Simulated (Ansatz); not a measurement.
Doping Mg₂Si for thermoelectric use (computed with Ansatz 0.2.0)

Space group Fm-3m (No. 225), 3 atoms in the cell of the first input below: a = 4.518 Å, b = 4.518 Å, c = 4.518 Å, α = 60.00°, β = 60.00°, γ = 60.00°.

The structure is a measured one, not always of the ambient phase, taken without relaxation (pressure -1.4 GPa with this functional, without spin–orbit coupling). Functional: r2SCAN.

Spin–orbit coupling is left out. Kohn–Sham gap between the band edges found on a fine mesh: 0.47 eV.

Levels at points 0.012 Å⁻¹ about the band edges give the masses:

```yaml
crystal:
  lattice:
    - [0.0, 3.1950003306, 3.1950003306]
    - [3.1950003306, 0.0, 3.1950003306]
    - [3.1950003306, 3.1950003306, 0.0]
  atoms:
    - { symbol: Mg, position: [0.25, 0.25, 0.25] }
    - { symbol: Mg, position: [0.75, 0.75, 0.75] }
    - { symbol: Si, position: [0.0, 0.0, 0.0] }
basis:
  ecutwfc: 500
  ecutrho_ratio: 4
kpoints:
  mp_grid: { grid: [10, 10, 10] }
hamiltonian:
  xc: r2scan
scf:
  occupations: { method: gaussian, width: 0.05 }
output:
  forces: true
  stress: true
  eigenvalues: true
  eigenstates:
    kpoints:
      - [0.0, 0.0, 0.0]
      - [0.0, 0.006102001, 0.006102001]
      - [0.0, -0.006102001, -0.006102001]
      - [0.006102001, 0.0, 0.006102001]
      - [-0.006102001, 0.0, -0.006102001]
      - [0.006102001, 0.006102001, 0.0]
      - [-0.006102001, -0.006102001, 0.0]
      - [0.004314766, 0.004314766, 0.008629533]
      - [-0.004314766, -0.004314766, -0.008629533]
      - [0.004314766, 0.008629533, 0.004314766]
      - [-0.004314766, -0.008629533, -0.004314766]
      - [0.008629533, 0.004314766, 0.004314766]
      - [-0.008629533, -0.004314766, -0.004314766]
      - [0.007045984, 0.007045984, 0.007045984]
      - [-0.007045984, -0.007045984, -0.007045984]
      - [0.0, -0.5, -0.5]
      - [0.0, -0.493897999, -0.493897999]
      - [0.0, -0.506102001, -0.506102001]
      - [0.006102001, -0.5, -0.493897999]
      - [-0.006102001, -0.5, -0.506102001]
      - [0.006102001, -0.493897999, -0.5]
      - [-0.006102001, -0.506102001, -0.5]
      - [0.004314766, -0.495685234, -0.491370467]
      - [-0.004314766, -0.504314766, -0.508629533]
      - [0.004314766, -0.491370467, -0.495685234]
      - [-0.004314766, -0.508629533, -0.504314766]
      - [0.008629533, -0.495685234, -0.495685234]
      - [-0.008629533, -0.504314766, -0.504314766]
      - [0.007045984, -0.492954016, -0.492954016]
      - [-0.007045984, -0.507045984, -0.507045984]
    de_dk: true
    e_range: [-0.8362810837727, 0.8362810778033]
```

```bash
ansatz run input.yaml --threads 4 --pin off --max-ram 9216MiB --backend cpu --events-out ev --progress --plain --runs-dir out
```

Time: 3.5 s on 4 threads of Arm Neoverse V1 (shared host), peak memory 0.56 GiB.

Edges at k = (0.000, 0.000, 0.000) and (0.000, -0.500, -0.500); masses in electron masses along fixed Cartesian directions (which need not be the axes of a valley), negative for hole-like bands, for at most the three nearest levels of the same spin at these k-points, within 0.3 eV:

| edge | band | from the edge (meV) | degeneracy | x | y | z | 111 |
| --- | --- | --- | --- | --- | --- | --- | --- |
| valence | 1 | 0 | 3 | -0.341 | -0.341 | -0.341 | -0.933 |
| valence | 2 | 0 | 3 | -0.341 | -0.341 | -0.341 | -0.933 |
| valence | 3 | 0 | 3 | -0.164 | -0.164 | -0.164 | -0.102 |
| conduction | 1 | 0 | 1 | 0.561 | 0.195 | 0.195 | 0.250 |
| conduction | 2 | 263 | 1 | 1.082 | 0.169 | 0.169 | 0.234 |

These curvatures agree with the slopes at the same points. They hold at the edge alone, and further out the bands need not be parabolic. Degenerate bands can be warped: each is named by its order in energy along a direction and has no mass tensor of its own.

The states of the whole zone with their velocity products:

```yaml
crystal:
  lattice:
    - [0.0, 3.1950003306, 3.1950003306]
    - [3.1950003306, 0.0, 3.1950003306]
    - [3.1950003306, 3.1950003306, 0.0]
  atoms:
    - { symbol: Mg, position: [0.25, 0.25, 0.25] }
    - { symbol: Mg, position: [0.75, 0.75, 0.75] }
    - { symbol: Si, position: [0.0, 0.0, 0.0] }
basis:
  ecutwfc: 500
  ecutrho_ratio: 4
kpoints:
  mp_grid: { grid: [10, 10, 10] }
hamiltonian:
  xc: r2scan
scf:
  occupations: { method: gaussian, width: 0.05 }
output:
  forces: true
  stress: true
  eigenvalues: true
  states_by_energy: { minimum_broadening: 0.05 }
```

```bash
ansatz run input.yaml --threads 4 --pin off --max-ram 9216MiB --backend cpu --events-out ev --progress --plain --runs-dir out
```

Time: 61 s on 4 threads of Arm Neoverse V1, on a shared host, peak memory 0.96 GiB.

From that table, at a constant relaxation time τ with Fermi–Dirac weights and rigid bands:

```tsv
T (K)	doping (cm⁻³)	μ − E_F (eV)	σ_xx/τ (10²⁰/Ω m s)	S_xx (μV/K)	Lorenz (10⁻⁸ V²/K²)	ħω_p,xx (eV)
600	n 1e20	0.313	0.0832	-190	2.45	0.638
600	p 1e20	-0.219	0.0674	252	1.79	0.574
600	n 1e21	0.592	0.84	-84	2.34	2.028
600	p 1e21	-0.433	0.616	89	2.14	1.737
900	n 1e20	0.267	0.0838	-252	2.80	0.640
900	p 1e20	-0.158	0.0653	294	2.49	0.565
900	n 1e21	0.576	0.844	-117	2.26	2.032
900	p 1e21	-0.415	0.602	125	2.06	1.717
```

4 rows with a Lorenz number over 3 are left out: with so small an uncorrected gap, carriers of both signs are excited across it there.

Task: Which of the dopings listed at 600 K has the largest power factor S²σ/τ along x?

Result: n 1e20: 3, p 1e20: 4.3, n 1e21: 5.9, p 1e21: 4.9 (10¹¹ W/m K² s), so n 1e21 cm⁻³, if τ is the same for all.

Caveats: melting, decomposition and changes of phase at these temperatures weren't checked; no scattering is computed, and the gap isn't corrected.

The power factor grows with doping for both carrier types because the roughly tenfold gain in σ/τ outweighs the fall in S². The better carrier type changes, however: holes lead at 1e20 cm⁻³ and electrons at 1e21 cm⁻³, at 900 K as well as at 600 K. At the lower doping, the threefold valence edge, derived mainly from Si p states, offers many states near the band edge and so a larger thermopower. Electrons start in light, anisotropic valleys at X, which are multiplied by cubic symmetry. At the higher doping they probably also occupy the second conduction band, 263 meV above the edge, which adds carriers while limiting the loss of S. This is the same pair of bands that alloying with Mg₂Sn brings together.

The calculation therefore supports heavy n-type doping for the electronic power factor, but the best value lies at the end of the doping range, so no optimum is bracketed. Nor need the figure of merit peak there, since the electronic heat conduction rises along with σ.
